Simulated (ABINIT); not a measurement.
Crystal: C.

```
C
1.0
     2.52210    0.00000    0.00000
    -1.26105    2.18420    0.00000
     0.00000    0.00000   12.35570
C
12
Direct
  0.66667 0.33333 0.35417
  0.33333 0.66667 0.85417
  0.66667 0.33333 0.14583
  0.33333 0.66667 0.64583
  0.66667 0.33333 0.47917
  0.33333 0.66667 0.97917
  0.66667 0.33333 0.02083
  0.33333 0.66667 0.52083
  0.00000 0.00000 0.81250
  0.00000 0.00000 0.31250
  0.00000 0.00000 0.68750
  0.00000 0.00000 0.18750
```

This is a hexagonal form of diamond, not graphite.

Base run:

- Program: ABINIT 10.8.3 (patched build)
- Functional: PBE
- Potentials or basis: JTH PAW PBE v2.0
- Cutoff: 544 eV
- k mesh: 7 × 7 × 2
- Occupations: fermi-dirac, width 0.05 eV
- Spin: no spin polarisation

Its results: band gap on the k mesh 4.41 eV, indirect (least direct gap 5.30 eV); pressure 1.6 GPa; largest force 0.335 eV/Å.

Question: The run is repeated on the same cell with these changes: functional from PBE to PBEsol. What comes out?

Answer: Band gap on the k mesh 4.27 eV, indirect (least direct gap 5.24 eV); pressure -5.0 GPa; largest force 0.342 eV/Å.

PBEsol binds more tightly than PBE, so the same cell stands under less pressure.

Caveats: an odd mesh through Γ misses points on the zone boundary, where band edges often lie; the PAW data sets were made with another functional, which shifts forces and pressure a little (some runs).

Not every run made on this cell is shown here.
